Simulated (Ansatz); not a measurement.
# Ti: the cost of one run

Method: DFT PBE, scalar-relativistic, plane waves, PAW, in Ansatz 0.2.0.

The COD cell was measured well above room temperature, so it is larger than a cold one.

3 further runs of the same task are left out: 3 set aside as unsound or not needed.

### 1 The structure to begin with

Symmetry: Fm-3m, No. 225, cubic system. The conventional cell has a = 4.158 Å, b = 4.158 Å, c = 4.158 Å, α = 90.00°, β = 90.00°, γ = 90.00°. Around Au (site symmetry m-3m) lie 12 Au at 2.94 Å.

As a file:

```
CELL_PARAMETERS angstrom
0.00000 2.07904 2.07904
2.07904 0.00000 2.07904
2.07904 2.07904 0.00000
ATOMIC_POSITIONS crystal
Au 0.00000 0.00000 0.00000
```

It is the result of an earlier relaxation at this level (volume 17.97 Å³/atom; gap on the mesh: none (metal)).

### 2 The film's bulk: Ti

Relaxed beforehand at this level: -2499.6085 eV/atom, gap on the mesh none (metal).

```xyz
1
Lattice="0.0000 -2.0560 -2.0560 2.0560 0.0000 -2.0560 2.0560 -2.0560 0.0000" Properties=species:S:1:pos:R:3 pbc="T T T"
Ti    0.0000    0.0000    0.0000
```

The bulk reference of Au, the base, comes from a run made before at the same settings: -13149.3241 eV/atom.

### 3 Ti strained to the base's plane

The (111) plane of Ti is fitted to the (111) plane of Au, a strain of +1.1 % along x and +1.1 % along y; the third vector and the atoms relax.

input.yaml reads:

```yaml
crystal:
  lattice:
    - [2.9402049249, 0.0, 0.0]
    - [-1.4701024625, 2.5462921573, 0.0]
    - [1.4701024625, 0.8487640524, 2.3425735224]
  atoms:
    - { symbol: Ti, position: [0.0, 0.0, 0.0] }
basis:
  ecutwfc: 420
kpoints:
  mp_grid: { grid: [12, 12, 15] }
hamiltonian:
  xc: pbe
scf:
  occupations: { method: gaussian, width: 0.1 }
output:
  forces: true
  stress: true
  eigenvalues: true
relax:
  adjacent_minimum: "off"
  f_tol: 0.01
  max_steps: 50
  cell: { fix: [a, b, gamma], stress_tol: 0.1 }
```

On the command line:

```bash
> ansatz run input.yaml --threads 1 --pin off --max-ram 2560MiB --backend cpu --events-out ev --progress --plain --runs-dir out
```

What time and memory should one allow on 1 thread of AMD EPYC, shared host?

About 57 s, with a peak of 0.45 GiB.
